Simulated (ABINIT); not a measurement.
Runs of ABINIT 10.8.3 (patched build) on TiAl3. It takes space group I4/mmm (No. 139, tetragonal). The conventional cell has a = 3.822 Å, b = 3.822 Å, c = 8.561 Å, α = 90.00°, β = 90.00°, γ = 90.00°. Ti (site symmetry 4/mmm) is surrounded by 12 Al at 2.70 to 2.87 Å. Al (site symmetry -4m2) is surrounded by 8 Al at 2.70 to 2.87 Å and 4 Ti at 2.87 Å. Al (site symmetry 4/mmm) has 4 Ti at 2.70 Å and 8 Al at 2.87 Å as nearest neighbours. The cell comes from a database or a generator and needn't be the stable form of this composition.

| task | level | potentials or basis | cell | k mesh | cutoff (eV) | cell freedom (optcell) | cutoff smearing ecutsm (Ha) | optimiser (ionmov) | force stop (Ha/bohr) | fine-grid cutoff | mesh quality | gap on the mesh (eV) | pressure (GPa) | relaxed volume (Å³/atom) |
| --- | --- | --- | --- | --- | --- | --- | --- | --- | --- | --- | --- | --- | --- | --- |
| relaxation of cell and atoms | PW91 | JTH PAW PBE v2.0 | relaxed | 6 × 6 × 6 | 490 | 2 | 0.5 | 2 | 0.0001 | 979.61 eV | coarse | none | 0.0 | 15.96 |
| relaxation of cell and atoms | WC | JTH PAW PBE v2.0 | relaxed | 6 × 6 × 6 | 490 | 2 | 0.5 | 2 | 0.0001 | 979.61 eV | coarse | none | 0.0 | 15.64 |
| relaxation of cell and atoms | revPBE | JTH PAW PBE v2.0 | relaxed | 6 × 6 × 6 | 490 | 2 | 0.5 | 2 | 0.0001 | 979.61 eV | coarse | none | 0.0 | 16.17 |
| single point | PBEsol | PseudoDojo NC SR PBEsol v0.4.1 standard | as given | 10 × 10 × 10 | 1143 | - | - | - | - | - | not flagged | none | (a) | - |
| single point | PBEsol | PseudoDojo NC SR PBEsol v0.4.1 standard | atoms moved at random, drawn with an rms of 0.05 Å | 10 × 10 × 10 | 1143 | - | - | - | - | - | not flagged | none | -0.4 | - |

Alike in all rows: no spin polarisation; smearing fermi-dirac 0.05 eV.

Q: Fill in the values left out.

A: (a) -0.6.

Caveats: some runs use coarse meshes; the PAW data sets were made with another functional, which shifts forces and pressure a little (some runs).

A gap of «none» marks a metal or a gap under the smearing width.
